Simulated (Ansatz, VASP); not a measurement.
## One calculation of CaS, two programs

```
Ca S
1.0
     0.00000    2.85237    2.85237
     2.85237    0.00000    2.85237
     2.85237    2.85237    0.00000
Ca S
1 1
Direct
  0.00000 0.00000 0.00000
  0.50000 0.50000 0.50000
```

The cell comes from a database or a generator and needn't be the stable form of this composition.

Alike in both runs: task relaxation of cell and atoms; functional PBE; k mesh 8 × 8 × 8; occupations gaussian, width 0.02 eV; no spin polarisation.

|  | VASP | Ansatz |
| --- | --- | --- |
| version | VASP 6.6.1 | Ansatz 0.2.0 |
| potentials or method | VASP PAW PBE potentials, release 64 (Ca_sv, S) | scalar-relativistic, plane waves, PAW |
| plane-wave cutoff (eV) | 600 | 420 |
| valence electrons in the cell | 16 | 16 |

Ansatz gave:

| Property | Result |
| --- | --- |
| gap on the k mesh at the Fermi level, each at its own relaxed structure (eV) | 2.38 |
| relaxed volume (Å³/atom) | 23.29 |
| relaxed cell length with the largest relative difference (Å) | 4.039 |

Task: Which values does VASP return?

Result: gap on the k mesh at the Fermi level, each at its own relaxed structure (eV): 2.38; relaxed volume (Å³/atom): 23.37; relaxed cell length with the largest relative difference (Å): 4.043.

A k mesh can miss the band edges. Expect the measured gap to be larger: semilocal functionals such as PBE lack the derivative discontinuity.
